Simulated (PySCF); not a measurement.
The system is SH2, in a box.

```xyz
3
Lattice="11.0000 0.0000 0.0000 0.0000 11.0000 0.0000 0.0000 0.0000 10.0000" Properties=species:S:1:pos:R:3 pbc="T T T"
S     6.0574    5.1001    5.3591
H     5.6599    6.3784    5.2776
H     4.9685    4.6636    4.7089
```

Base run:

| Quantity | Value |
| --- | --- |
| Program | PySCF 2.14.0 |
| Functional | PBE |
| Potentials or basis | pob-tzvp-rev2 (all-electron) |
| k mesh | 1 × 1 × 1 |
| Occupations | fixed |
| Spin | no spin polarisation |

Its results: gap between the frontier levels 6.35 eV.

**Question.** After a change of settings the same cell gave: gap between the frontier levels 11.22 eV. Which change was it?
A. functional from PBE to B3LYP5
B. functional from PBE to PBEsol; dispersion from none to D4
C. functional from PBE to r2SCAN50; dispersion from none to D3(BJ)
D. functional from PBE to HSE06; dispersion from none to D4

**Answer.** C.

Caveats: this is a molecule in a periodic box at the Γ point, so its band gap is the HOMO-LUMO gap; the basis of atomic orbitals isn't converged, which shifts pressures, moduli and gaps.
